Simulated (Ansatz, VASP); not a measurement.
# ZnO: VASP beside Ansatz

Wanted: the spread between two codes on one cell, functional and k mesh. The cell is taken from a series of VASP runs on this material, whose earlier steps may have relaxed, scaled or displaced it; both programs get it as it stands.

Method: plane waves, with VASP 6.6.1 beside it; relaxation of cell and atoms at LDA and zone-centre phonons at LDA, in Ansatz 0.2.0.

## Step 1: Set-up

It takes space group P6_3mc (No. 186, hexagonal). Conventional cell: a = 3.195 Å, b = 3.195 Å, c = 5.165 Å, α = 90.00°, β = 90.00°, γ = 120.00°. Nearest to Zn lie 4 O at 1.95 Å. Nearest to O lie 4 Zn at 1.95 Å. Farther neighbours and most contacts between anions are not listed.

## Step 2: Ansatz: relaxation of cell and atoms, LDA

Ansatz runs on its default PAW (the set named soft_2) files.

The relaxed volume is the usual yardstick between codes: its relative difference is about their pressure difference at one cell divided by the bulk modulus.

File input.yaml:

```yaml
crystal:
  lattice:
    - [3.1952499398, 0.0, 0.0]
    - [-1.5976249699, 2.7671676168, 0.0]
    - [0.0, 0.0, 5.1650795749]
  atoms:
    - { symbol: Zn, position: [0.33333333, 0.66666667, 0.5002788034] }
    - { symbol: Zn, position: [0.66666667, 0.33333333, 0.0002788034] }
    - { symbol: O, position: [0.66666667, 0.33333333, 0.3787311966] }
    - { symbol: O, position: [0.33333333, 0.66666667, 0.8787311966] }
hamiltonian:
  xc: lda
  pseudopotentials: { kind: paw }
kpoints:
  mp_grid: { grid: [8, 8, 4] }
scf:
  occupations: { method: gaussian, width: 0.03 }
relax:
  f_tol: 0.01
  max_steps: 60
  cell: { stress_tol: 0.05 }
output:
  forces: true
  stress: true
```

Run with:

```bash
$ ansatz run input.yaml --threads 4 --pin off --max-ram 9216MiB --backend cpu --events-out ev --progress --plain --runs-dir out
```

Numbers of over 12 decimals in the logs are rounded to 6 here.

Log:

```text
Engine: ansatz 0.2.0, aarch64-unknown-linux-gnu
Pseudopotentials: kind: paw
Pseudopotential: Zn, paw, valence charge 12, recommended cutoff 420 eV (normal), Zn.paw.azcp
Pseudopotential: O, paw, valence charge 6, recommended cutoff 420 eV (normal), O.paw.azcp
Functional definition: SPW92
  exchange = slater_x
  correlation = pw_c
Crystal: 4 atoms, lattice volume = 45.669 Å³
Basis set: ecut = 420 eV, 917 PW (Γ)
Bands: 22, of which v1, the nominal top of the filled ones, is band 18 counted from 1 (17 counted from 0)
Symmetry: 12 space group operations
Space group: P63mc (ITA 186), of the structure as read, at distance tolerance 3.6e-5 Å
k-points: 30 of 256 (time reversal used)
Non-local potential: Zn, projectors of the file, l = 0: 2, l = 1: 2, l = 2: 3, l = 3: 1
Non-local potential: O, projectors of the file, l = 0: 2, l = 1: 2, l = 2: 1
PAW form: soft (Blöchl's): semilocal exchange-correlation on the pseudo side does not see the compensation charge
PAW frozen core: Zn, regenerated for the run's functional, and the local potential with it (the file was generated under x = pbe(κ = 0.804, μ = 0.219515), c = pbe(β = 0.066725))
PAW frozen core: O, regenerated for the run's functional, and the local potential with it (the file was generated under x = pbe(κ = 0.804, μ = 0.219515), c = pbe(β = 0.066725))
PAW one-centre angular grid: Zn, 590 points (default); XC on 64 Gauss nodes
PAW one-centre angular grid: O, 110 points (default); XC on 64 Gauss nodes
Initial density: superposition of atomic densities (neutral atoms: chi_scale 0, normalization atom), corrected by the library's trained network
Initial wavefunctions: pseudopotential atomic-orbital guess
Functional: x = slater, c = lda
SCF iter   1: F=—  HF=-7603.972995 eV  |F-HF|=—  |Δ(HF+E_count)|=         —  Δρ=1.84e-2  dr2=1.30e-1  ethr=1.77e-3  ⟨swp⟩=6.0  Hψ=2972  notcnv=0
preconditioner: auto → Resta (q_TF=auto, 2.622 Å⁻¹)  ε∞=7.6  [insulator: Δε(μ)=0.614 eV  Ē_g=12.793 eV  σ=0.030 eV  W_gap=1.00  n_scr=22 (ndim 8)  ℏωp=33.0 eV  f_vac=0.029  D(μ)=0.00/eV (n_scr^D=0)  ε∞_Penn≈7.6]
SCF iter   2: F=—  HF=-7603.938872 eV  |F-HF|=—  |Δ(HF+E_count)|=   3.41e-2  Δρ=3.70e-3  dr2=2.58e-3  ethr=3.62e-4  ⟨swp⟩=3.0  Hψ=1560  notcnv=0
SCF iter   3: F=—  HF=-7603.938157 eV  |F-HF|=—  |Δ(HF+E_count)|=   7.15e-4  Δρ=2.10e-3  dr2=1.11e-3  ethr=7.17e-6  ⟨swp⟩=1.0  Hψ=660  notcnv=0
SCF iter   4: F=—  HF=-7603.937879 eV  |F-HF|=—  |Δ(HF+E_count)|=   2.79e-4  Δρ=7.53e-4  dr2=1.46e-4  ethr=3.08e-6  ⟨swp⟩=2.2  Hψ=1154  notcnv=0
SCF iter   5: F=—  HF=-7603.937791 eV  |F-HF|=—  |Δ(HF+E_count)|=   8.81e-5  Δρ=1.94e-4  dr2=1.28e-5  ethr=4.06e-7  ⟨swp⟩=2.0  Hψ=1138  notcnv=0
SCF iter   6: F=—  HF=-7603.937796 eV  |F-HF|=—  |Δ(HF+E_count)|=   5.38e-6  Δρ=2.65e-5  dr2=2.33e-7  ethr=3.55e-8  ⟨swp⟩=3.0  Hψ=1240  notcnv=0
SCF iter   7: F=-7603.937796 eV  HF=-7603.937796 eV  |F-HF|=1.83e-8  |Δ(HF+E_count)|=   3.85e-8  Δρ=8.22e-6  dr2=3.06e-8  ethr=2.78e-10  ⟨swp⟩=4.3  Hψ=2436  notcnv=0
SCF 1 converged in 7 iterations: F = -7603.937796 eV  dr2 = 3.06e-8
  greatest PAW one-centre occupation: 0.987 electrons in one spin orbital (limit 2), on the Zn atom at site 1 (counted from 0), in its partial waves of l = 2
relax step   1: F+E_penalty+E_count = -7603.93779625 eV  Δ(F+E_penalty+E_count) = +0.000e0 eV  max|allowed force component| = 8.367e-4 eV/Å  Δτ_max = 0.0000 Å  P = -1.208 GPa  Ω = 45.669 Å³  (7 SCF iters, dr2 threshold 1.00e-7 eV, accepted)
[...]
relax step   2: F+E_penalty+E_count = -7603.93980563 eV  Δ(F+E_penalty+E_count) = -2.009e-3 eV  max|allowed force component| = 5.252e-4 eV/Å  Δτ_max = 0.0001 Å  P = -0.571 GPa  Ω = 45.493 Å³  energy of the carried Pulay correction = +1.036e-3 eV  (5 SCF iters, dr2 threshold 4.00e-7 eV, accepted)
[...]
relax step   3: F+E_penalty+E_count = -7603.94100767 eV  Δ(F+E_penalty+E_count) = -1.202e-3 eV  max|allowed force component| = 6.115e-4 eV/Å  Δτ_max = 0.0000 Å  P = +0.006 GPa  Ω = 45.338 Å³  energy of the carried Pulay correction = +1.962e-3 eV  (5 SCF iters, dr2 threshold 4.00e-7 eV, accepted)
[...]
relax step   4: F+E_penalty+E_count = -7603.93902523 eV  Δ(F+E_penalty+E_count) = +1.982e-3 eV  max|allowed force component| = 5.711e-4 eV/Å  Δτ_max = 0.0000 Å  P = -0.057 GPa  Ω = 45.338 Å³  stress off target by 6.18e-2 GPa  SCF on the basis re-selected at this cell (its energy is not comparable with the rows above)  (7 SCF iters)
[...]
relax step   5: F+E_penalty+E_count = -7603.93911768 eV  Δ(F+E_penalty+E_count) = -9.245e-5 eV  max|allowed force component| = 1.831e-3 eV/Å  Δτ_max = 0.0004 Å  P = -0.002 GPa  Ω = 45.322 Å³  energy of the carried Pulay correction = +8.978e-5 eV  (4 SCF iters, dr2 threshold 9.53e-9 eV, accepted)
[...]
relax step   6: F+E_penalty+E_count = -7603.93899999 eV  Δ(F+E_penalty+E_count) = +1.177e-4 eV  max|allowed force component| = 1.808e-3 eV/Å  Δτ_max = 0.0000 Å  P = -0.004 GPa  Ω = 45.322 Å³  stress off target by 9.51e-3 GPa  SCF on the basis re-selected at this cell (its energy is not comparable with the rows above)  (5 SCF iters)
basis re-selected at this cell: Δ(F+E_penalty+E_count) = +1.177e-4 eV, ΔP = -0.002 GPa vs the last step (what re-selecting the basis moved, of the pressure what is left beyond the Pulay correction that the steps carried, after the strain that the cell walked since its last selection, with what the two solves' SCF thresholds leave and, on support functions, any second-order correction that the steps lacked; it is no m [...]
SCF converged after 5 iterations
Free energy (F): -7603.939000 eV
Harris-Foulkes:  -7603.939000 eV  (|F-HF|=1.82e-12)
Internal energy: -7603.939000 eV  (E = F + TS)
E sigma→0 (E₀):  -7603.939000 eV
Fermi energy:    7.936784 eV
--- Per-component energies (eV) ---
  E_band       = 69.740849
  E_kinetic    = 612.163452
  E_local      = -3933.163286  (includes V_loc(G=0)·N_el)
  E_nonlocal   = 1344.266355
  E_hartree    = 1610.503765
  E_xc         = -414.682547
  E_vxc        = -291.890951  (∫ρ·V_xc dr)
  E_paw        = -3814.704757  (= ΣΔE_a)
  E_vpaw       = -882.646490  (= ΣTr[D̂ρ^β])
  E_aug_tail   = 0.004368  (compensation charges beyond the density's cutoff)
  E_ewald      = -3011.634477
  E_core_change = 3.308126  (= ΣΔE_core)
  E_smearing   = -0.000000  (= −TS)
  E_closure    = 0.000000  (closes the sum)
  Σ components = -7603.939000   (vs F -7603.939000, Δ=0.00e0)
--- Forces (eV/Å), atoms counted from 1 ---
  atom   1  Zn     0.00000000    -0.00000000    -0.00182541
  atom   2  Zn    -0.00000000     0.00000000    -0.00182541
  atom   3  O      0.00000000     0.00000000     0.00179052
  atom   4  O      0.00000000    -0.00000000     0.00179052
  max |Σ_I F_I| component: 6.98e-5 eV/Å
--- Stress (GPa, compression-positive) ---
       -0.009506      -0.000000      -0.000000
        0.000000      -0.009506       0.000000
       -0.000000       0.000000       0.008323
  P = ⅓ Tr σ = -0.0036 GPa (-0.036 kbar)
--- Relaxed structure (4 steps of the walk, 4 accepted, 2 SCFs on fresh bases) ---
  F+E_penalty+E_count = -7603.93899999 eV   max|allowed force component| = 1.808e-3 eV/Å   (the final SCF, on the basis selected at the relaxed cell)
  cell:  # Å, volume = 45.3222 Å³
    - [3.186871, 0.0, -8.834000853841988e-19]
    - [-1.593436, 2.759911, 4.417000426920994e-19]
    - [-1.4280046398610606e-18, 0, 5.152899]
  atoms:
    - { symbol: Zn, position: [0.333333, 0.666667, 0.500335] }
    - { symbol: Zn, position: [0.666667, 0.333333, 0.00033466] }
    - { symbol: O, position: [0.666667, 0.333333, 0.378675] }
    - { symbol: O, position: [0.333333, 0.666667, 0.878675] }
```

Elapsed: 4.3 s, on 4 threads of Arm Neoverse V1, shared host; peak memory 0.34 GiB; 15 s of CPU time.

## Step 3: VASP: relaxation of cell and atoms, LDA

The same cell, functional (in two slightly different forms), mesh and smearing now go to VASP, with its own data sets and cutoff.

Lines of VASP's logs that name or quote its potential files are left out, and so is its time.

File INCAR:

```
SYSTEM = ZnO
PREC = Accurate
ENCUT = 560
EDIFF = 1E-07
NELM = 100
ISMEAR = 0
SIGMA = 0.03
LREAL = .FALSE.
ALGO = Normal
GGA = CA
NBANDS = 24
LORBIT = 11
LWAVE = .FALSE.
LCHARG = .FALSE.
KPAR = 8
IBRION = 2
NSW = 50
ISIF = 3
EDIFFG = -0.003
```

File POSCAR:

```
ZnO
1.0
    3.1952499398      0.0000000000      0.0000000000
   -1.5976249699      2.7671676168      0.0000000000
    0.0000000000      0.0000000000      5.1650795749
Zn O
2 2
Direct
    0.3333333300      0.6666666700      0.5002788034
    0.6666666700      0.3333333300      0.0002788034
    0.6666666700      0.3333333300      0.3787311966
    0.3333333300      0.6666666700      0.8787311966
```

File KPOINTS:

```
Automatic mesh
0
Gamma
8 8 4
0 0 0
```

PAW data sets: Zn and O (LDA family, release 64).

Run with:

```bash
$ mpirun -np 8 vasp_std
```

Log:

```text
[banner, memory and clock lines left out]
running    8 mpi-ranks, on    1 nodes
 distrk:  each k-point on    1 cores,    8 groups
 distr:  one band on    1 cores,    1 groups

 POSCAR found type information on POSCAR ZnO
 POSCAR found :  2 types and       4 ions
|                                                                             |
|           W    W    AA    RRRRR   N    N  II  N    N   GGGG   !!!           |
|           W    W   A  A   R    R  NN   N  II  NN   N  G    G  !!!           |
|           W    W  A    A  R    R  N N  N  II  N N  N  G       !!!           |
|           W WW W  AAAAAA  RRRRR   N  N N  II  N  N N  G  GGG   !            |
|           WW  WW  A    A  R   R   N   NN  II  N   NN  G    G                |
|           W    W  A    A  R    R  N    N  II  N    N   GGGG   !!!           |
|                                                                             |
|     For optimal performance we recommend to set                             |
|       NCORE = 2 up to number-of-cores-per-socket                            |
|     NCORE specifies how many cores store one orbital (NPAR=cpu/NCORE).      |
|     This setting can greatly improve the performance of VASP for DFT.       |
|     The default, NCORE=1 might be grossly inefficient on modern             |
|     multi-core architectures or massively parallel machines. Do your        |
|     Unfortunately you need to use the default for GW and RPA                |
|     calculations (for HF NCORE is supported but not extensively tested      |
|     yet).                                                                   |
|                                                                             |

 LDA part: xc-table for (Slater(with rela. corr.)+CA(PZ))
 , standard interpolation
 POSCAR, INCAR and KPOINTS ok, starting setup
 FFT: planning ... GRIDC
 FFT: planning ... GRID_SOFT
 FFT: planning ... GRID
 WAVECAR not read
 entering main loop
       N       E                     dE             d eps       ncg     rms          rms(c)
DAV:   1     0.291634069275E+03    0.29163E+03   -0.19626E+04  1448   0.233E+03
DAV:   2     0.366588483583E+01   -0.28797E+03   -0.27423E+03  1576   0.444E+02
DAV:   3    -0.238121580901E+02   -0.27478E+02   -0.27276E+02  1656   0.143E+02
DAV:   4    -0.242310619877E+02   -0.41890E+00   -0.41873E+00  1632   0.185E+01
DAV:   5    -0.242336835505E+02   -0.26216E-02   -0.26215E-02  1664   0.140E+00    0.154E+01
DAV:   6    -0.210866382377E+02    0.31470E+01   -0.82793E+00  2472   0.659E+01    0.989E+00
DAV:   7    -0.212210115125E+02   -0.13437E+00   -0.24954E+00  1512   0.177E+01    0.577E+00
DAV:   8    -0.212099349671E+02    0.11077E-01   -0.64821E-01  1920   0.744E+00    0.167E+00
DAV:   9    -0.211576531653E+02    0.52282E-01   -0.12442E-01  2200   0.700E+00    0.331E-01
DAV:  10    -0.211599553572E+02   -0.23022E-02   -0.39937E-02  1440   0.144E+00    0.104E-01
DAV:  11    -0.211598525596E+02    0.10280E-03   -0.67329E-04  1712   0.234E-01    0.227E-02
DAV:  12    -0.211598553071E+02   -0.27475E-05   -0.45052E-05  1624   0.168E-01    0.971E-03
DAV:  13    -0.211598571086E+02   -0.18015E-05   -0.67284E-06  2248   0.764E-02    0.125E-02
DAV:  14    -0.211598548219E+02    0.22867E-05   -0.39809E-06  1944   0.203E-02    0.324E-03
DAV:  15    -0.211598547740E+02    0.47890E-07   -0.98016E-07  1512   0.803E-03
   1 F= -.21159855E+02 E0= -.21159855E+02  d E =-.211599E+02
 curvature:   0.00 expect dE= 0.000E+00 dE for cont linesearch  0.000E+00
 trial: gam= 0.00000 g(F)=  0.406E-07 g(S)=  0.228E-05 ort = 0.000E+00 (trialstep = 0.100E+01)
 search vector abs. value=  0.232E-05
 reached required accuracy - stopping structural energy minimisation
```

Parts of OUTCAR (step 3):

```text
ion  position               nearest neighbor table
   1  0.333  0.667  0.500-   3 1.95   3 1.95   3 1.95   4 1.95
   2  0.667  0.333  0.000-   4 1.95   4 1.95   4 1.95   3 1.95
   3  0.667  0.333  0.379-   1 1.95   1 1.95   1 1.95   2 1.95
   4  0.333  0.667  0.879-   2 1.95   2 1.95   2 1.95   1 1.95

  LATTYP: Found a hexagonal cell.
 ALAT       =     3.1952499398
 C/A-ratio  =     1.6164868703

 Subroutine GETGRP returns: Found 12 space group operations
 (whereof  6 operations were pure point group operations)

The static configuration has the point symmetry C_3v.
 The point group associated with its full space group is C_6v.

 Found     30 irreducible k-points:

   k-points           NKPTS =     30   k-points in BZ     NKDIM =     30   number of bands    NBANDS=     24

   dimension x,y,z NGX =    28 NGY =   28 NGZ =   40
   dimension x,y,z NGXF=    56 NGYF=   56 NGZF=   80

   ENCUT  =  560.0 eV  41.16 Ry    6.42 a.u.   6.17  6.17  9.97*2*pi/ulx,y,z

   NELECT =      36.0000    total number of electrons

 k-points in reciprocal lattice and weights: Automatic mesh
   0.00000000  0.00000000  0.00000000       0.004
   0.12500000 -0.00000000  0.00000000       0.023
   0.25000000 -0.00000000  0.00000000       0.023
   0.37500000 -0.00000000  0.00000000       0.023
   0.50000000 -0.00000000  0.00000000       0.012
   0.12500000  0.12500000  0.00000000       0.023
   0.25000000  0.12500000  0.00000000       0.047
   0.37500000  0.12500000  0.00000000       0.047
   0.25000000  0.25000000  0.00000000       0.023
[...]
0.25000000  0.25000000  0.50000000       0.023
   0.37500000  0.25000000  0.50000000       0.023

 average (electrostatic) potential at core
       1 -36.7418       2 -36.7418       3 -74.0816       4 -74.0816

 E-fermi :   1.4241

 k-point     1 :       0.0000    0.0000    0.0000
  band No.  band energies     occupation
    ...
     14       0.4244      2.00000
     15       0.4244      2.00000
     16       1.1746      2.00000
     17       1.2767      2.00000
     18       1.2767      2.00000
     19       2.0740      0.00000
     20       6.5427      0.00000
     21       9.4546      0.00000
     22      14.2033      0.00000
     23      14.2033      0.00000
    ...

 k-point     2 :       0.1250   -0.0000    0.0000
  band No.  band energies     occupation
    ...
     14      -0.1554      2.00000
     15       0.2056      2.00000
     16       0.4649      2.00000
     17       1.0639      2.00000
     18       1.1590      2.00000
     19       3.0884      0.00000
     20       7.1885      0.00000
     21       9.4344      0.00000
     22      12.7605      0.00000
     23      14.3634      0.00000
    ...

 k-point     3 :       0.2500   -0.0000    0.0000
  band No.  band energies     occupation
    ...
     14      -1.3545      2.00000
     15      -0.4785      2.00000
     16      -0.3242      2.00000
     17       0.7207      2.00000
     18       0.8561      2.00000
     19       4.5581      0.00000
     20       8.4067      0.00000
     21       9.3390      0.00000
     22      10.9021      0.00000
     23      12.9532      0.00000
    ...

  Total       -0.0088934     -0.0088934     -0.0055371      0.0000000     -0.0000000      0.0000000
  in kB       -0.3120038     -0.3120038     -0.1942557      0.0000000     -0.0000000      0.0000000
  external PRESSURE =      -0.2727545 kB  Pullay stress =       0.0000000 kB

  energy-cutoff  :      560.00
  volume of cell :       45.67
      direct lattice vectors                 reciprocal lattice vectors
     3.195249940  0.000000000  0.000000000     0.312964563  0.180690175  0.000000000
    -1.597624970  2.767167617  0.000000000     0.000000000  0.361380349  0.000000000
     0.000000000  0.000000000  5.165079575     0.000000000  0.000000000  0.193607859

 POSITION                                       TOTAL-FORCE (eV/Angst)
 -----------------------------------------------------------------------------------
     -0.00000      1.84478      2.58398         0.000000     -0.000000      0.000459
      1.59762      0.92239      0.00144        -0.000000      0.000000      0.000459
      1.59762      0.92239      1.95618        -0.000000      0.000000     -0.000459
     -0.00000      1.84478      4.53872         0.000000     -0.000000     -0.000459
 -----------------------------------------------------------------------------------
    total drift:                                0.000004     -0.000003     -0.000042

  FREE ENERGIE OF THE ION-ELECTRON SYSTEM (eV)
  ---------------------------------------------------
  free  energy   TOTEN  =       -21.1598547740 eV

  energy  without entropy=      -21.1598547740  energy(sigma->0) =      -21.15985477

 reached required accuracy - stopping structural energy minimisation

 total charge
# of ion       s       p       d       tot
------------------------------------------
    1        0.479   0.538   9.917  10.935
    2        0.479   0.538   9.917  10.935
    3        1.534   3.459   0.000   4.993
    4        1.534   3.459   0.000   4.993
--------------------------------------------------
tot          4.026   7.996  19.834  31.856

[... 3 further parts left out ...]
```

CONTCAR:

```
ZnO
   1.00000000000000
     3.1952499398000000    0.0000000000000000    0.0000000000000000
    -1.5976249699000000    2.7671676168000001    0.0000000000000000
     0.0000000000000000    0.0000000000000000    5.1650795749000000
  Zn              O
     2     2
Direct
     0.3333333300000021    0.6666666699999979    0.5002788034000005
     0.6666666699999979    0.3333333300000021    0.0002788034000005
     0.6666666699999979    0.3333333300000021    0.3787311966000004
     0.3333333300000021    0.6666666699999979    0.8787311966000004
```

The run keeps the 12 symmetry operations of its start, so it cannot find a distortion of lower symmetry.

## Step 4: Differences

Known differences besides the potentials themselves: the two LDA forms differ slightly; both relaxations stop at a tolerance, which leaves soft axes loose, and VASP keeps its plane-wave basis; the cutoff is 420 eV in Ansatz and 560 eV in VASP; VASP's log shows a relativistic correction to its local exchange, Ansatz's none; Ansatz adds a Pulay correction to the stress that steers its cell, VASP none. Total energies have different zeros and are not compared.

Compared:

| quantity | Ansatz | VASP | difference |
| --- | --- | --- | --- |
| volume (Å³) | 45.32 | 45.67 | -0.76 % |
| edge a after relaxation, in the typed setting (Å) | 3.187 | 3.195 | -0.26 % |
| edge c after relaxation, in the typed setting (Å) | 5.153 | 5.165 | -0.24 % |

The walks stopped with 0.00 GPa left in Ansatz and -0.03 GPa in VASP; each walk ends within a tolerance, so the volume difference is uncertain by about these residues over the bulk modulus, most in soft cells.

(Part 1 of 2 ends here.)

[Lines on the potential files, build, host, timing and source positions are cut from VASP's logs without a mark.]

[Logs are printed without paths, hosts, clocks, repeated set-up lines and the standing remarks that a program may print on its own settings, such as how far it seeks lower states.]

[Hosts, paths, dates, database ids (printed as entryN), source tags and the programs' standing remarks are cut or masked in the printed files.]
